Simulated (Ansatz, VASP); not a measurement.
## One calculation of Ag, two programs

Contents of INCAR:

```
SYSTEM = Ag
  PREC = Accurate
  ENCUT = 520
  EDIFF = 1E-6
  ISMEAR = -1
  SIGMA = 0.1
  LREAL = .FALSE.
  LASPH = .TRUE.
  NELM = 60
  ALGO = Normal
  ISIF = 2
  LWAVE = .FALSE.
  LCHARG = .FALSE.
  GGA = PE
  NBANDS = 18
```

KPOINTS

```
Automatic mesh
0
G
  12 12 12
  0 0 0
```

POSCAR

```
Ag
1.0
    0.0000000000      2.6221779061      2.6221779061
    2.6221779061      0.0000000000      2.6221779061
    2.6221779061      2.6221779061      0.0000000000
Ag
2
Direct
   -0.1250000000     -0.1250000000     -0.1250000000
    0.1250000000      0.1250000000      0.1250000000
```

Input for Ansatz:

```yaml
crystal:
  lattice:
    - [0.0, 2.6221779061, 2.6221779061]
    - [2.6221779061, 0.0, 2.6221779061]
    - [2.6221779061, 2.6221779061, 0.0]
  atoms:
    - { symbol: Ag, position: [-0.125, -0.125, -0.125] }
    - { symbol: Ag, position: [0.125, 0.125, 0.125] }
kpoints:
  mp_grid: { grid: [12, 12, 12] }
scf:
  occupations: { method: fermi_dirac, width: 0.1 }
hamiltonian:
  xc: pbe
  pseudopotentials: { kind: nc }
output:
  forces: true
  stress: true
  eigenvalues: true
```

Change from the starting cell: volume scaled by 0.6, norm-conserving files.

Alike in both runs: task single point; functional PBE; k mesh 12 × 12 × 12; occupations fermi-dirac, width 0.1 eV; no spin polarisation.

```csv
,VASP,Ansatz
version,VASP 6.6.1,Ansatz 0.2.0
potentials or method,"VASP PAW PBE potentials, release 64 (Ag)","norm-conserving pseudopotentials, scalar-relativistic"
plane-wave cutoff (eV),520,960
valence electrons in the cell,22,38
```

|  | VASP | Ansatz | Ansatz less VASP |
| --- | --- | --- | --- |
| pressure (GPa) | 63.1 | 64.7 | +1.55 |

The functional is the same, so the differences come from potentials, cutoffs and numerics. The two sets of potentials don't hold the same shells in valence.

Caveats: the cell as given lies far from equilibrium; so large a pressure means that the cell lies far from this level's equilibrium, or that cutoff or potentials fall short (VASP).
